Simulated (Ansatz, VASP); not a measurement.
**Sb: VASP beside Ansatz**

```
Sb
1.0
     3.05327    0.00000    0.00000
     0.00000    3.05327    0.00000
     0.00000    0.00000    3.12298
Sb
1
Direct
  0.00000 0.00000 0.00000
```

Change from the starting cell: uniaxial strain along c, a, b and atoms relaxed: +2.0 %.

Alike in both runs: functional PBEsol; k mesh 18 × 18 × 18; occupations gaussian, width 0.1 eV; no spin polarisation.

Ansatz relaxed the structure, and its values are those at the end. VASP's run is a single point on that final structure, the one shown.

|  | VASP | Ansatz |
| --- | --- | --- |
| version | VASP 6.6.1 | Ansatz 0.2.0 |
| potentials or method | VASP PAW PBE potentials, release 64 (Sb) | scalar-relativistic, plane waves, PAW |
| plane-wave cutoff (eV) | 520 | 420 |
| valence electrons in the cell | 5 | 15 |

```csv
,VASP,Ansatz,Ansatz less VASP
gap on the k mesh at the Fermi level (eV),none,none,-
pressure (GPa),-0.7,-0.8,-0.11
```

A gap of «none» marks a metal or a gap that the smearing closes. With one functional, cell and mesh, what is left measures potentials, basis and numerics. The two sets of potentials don't hold the same shells in valence.

Caveats: the PAW data sets were made with another functional, which shifts forces and pressure a little (VASP). The runs have no spin-orbit coupling, so splittings on Sb are missing.
